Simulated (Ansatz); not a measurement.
Geometry optimisation, Ansatz, DFT PBE, scalar-relativistic, plane waves, PAW.

input.yaml

```yaml
crystal:
  lattice:
    - [8.080109, 0.0, 0.0]
    - [4.040055, 6.99758, 0.0]
    - [0.0, 0.0, 16.948036]
  atoms:
    - { symbol: Na, position: [0.0, 0.0, 0.05900389] }
    - { symbol: Cl, position: [0.33333331, 0.83333331, 0.15632168] }
    - { symbol: Na, position: [-2.0e-08, 0.49999999, 0.05900389] }
    - { symbol: Cl, position: [0.33333333, 0.33333332, 0.15632168] }
    - { symbol: Na, position: [0.50000001, 0.0, 0.05900389] }
    - { symbol: Cl, position: [0.83333332, 0.83333331, 0.15632168] }
    - { symbol: Na, position: [0.49999999, 0.49999999, 0.05900389] }
    - { symbol: Cl, position: [0.83333334, 0.33333332, 0.15632168] }
    - { symbol: Na, position: [0.66666666, 0.66666665, 0.25363946] }
    - { symbol: Cl, position: [-2.0e-08, 0.49999999, 0.35095725] }
    - { symbol: Na, position: [0.66666668, 0.16666666, 0.25363946] }
    - { symbol: Cl, position: [0.0, 0.0, 0.35095725] }
    - { symbol: Na, position: [0.16666665, 0.66666665, 0.25363946] }
    - { symbol: Cl, position: [0.49999999, 0.49999999, 0.35095725] }
    - { symbol: Na, position: [0.16666666, 0.16666666, 0.25363946] }
    - { symbol: Cl, position: [0.50000001, 0.0, 0.35095725] }
    - { symbol: H, position: [0.83333334, 0.33333332, 0.33266605], spin: 1.0 }
magnetization:
  spin_polarized: true
basis:
  ecutwfc: 420.0
kpoints:
  mp_grid: { grid: [2, 2, 1] }
hamiltonian:
  xc: pbe
scf:
  occupations: { method: fermi_dirac, width: 0.02 }
  lower_state_search: "off"
relax:
  f_tol: 0.03
  max_steps: 60
  adjacent_minimum: "off"
  constraints: [{ sites: [0, 2, 4, 6] }]
```

Launched with:

```bash
$ ansatz run input.yaml --threads 4 --pin off --max-ram 10240MiB --backend cpu --events-out ev --progress --plain --runs-dir out
```

Q: Where does it end, and by what steps?

A: It converged. The force dipped under the threshold on the way, but the program's further checks kept it going. Limits of this set-up: thin slab, slab without dipole correction, a typed lattice constant that wasn't relaxed here. After 14 steps the energy has fallen by 3.099 eV; Na13 moved furthest, 1.91 Å. Parted: Cl2–Na13 (2.86 → 4.67 Å), Cl4–Na13 (2.86 → 4.67 Å), Cl6–Na13 (2.86 → 4.67 Å).

| step | energy less start (eV) | largest force component (eV/Å) | accepted |
| --- | --- | --- | --- |
| 0 | 0.0000 | 1.199 | yes |
| 1 | -1.5504 | 0.974 | yes |
| 2 | -2.5416 | 0.551 | yes |
| 3 | -2.7894 | 0.296 | yes |
| 4 | -2.8775 | 0.232 | yes |
| 5 | -2.9317 | 0.171 | yes |
| 6 | -2.9744 | 0.159 | yes |
| 7 | -3.0063 | 0.138 | yes |
| 8 | -3.0342 | 0.108 | yes |
| 9 | -3.0561 | 0.067 | yes |
| 10 | -3.0688 | 0.066 | yes |
| 11 | -3.0806 | 0.074 | yes |
| 12 | -3.0946 | 0.047 | yes |
| 13 | -3.0982 | 0.028 | yes |
| 14 | -3.0990 | 0.008 | yes |

```xyz
17
Lattice="8.0801 0.0000 0.0000 4.0401 6.9976 0.0000 0.0000 0.0000 16.9480" Properties=species:S:1:pos:R:3
Na 0.000 0.000 1.000
Cl 6.075 5.840 2.170
Na 2.020 3.499 1.000
Cl 4.040 2.315 2.170
Na 4.040 0.000 1.000
Cl 10.085 5.840 2.170
Na 6.060 3.499 1.000
Cl 8.080 2.333 2.377
Na 8.080 4.709 4.271
Cl 1.621 3.269 5.914
Na 6.022 1.144 4.271
Cl 0.000 0.461 5.914
Na 4.040 4.665 6.207
Cl 6.459 3.269 5.914
Na 2.058 1.144 4.271
Cl 4.040 0.000 5.454
H 8.080 2.333 6.021
```

Whether the end is a true minimum wasn't checked by a vibrational analysis.

Time of the run: 2.2 min on 4 threads of Intel(R) Xeon(R) Platinum 8259CL CPU @ 2.50GHz (Skylake/Cascade Lake), on a shared host, peak memory 1.7 GiB.
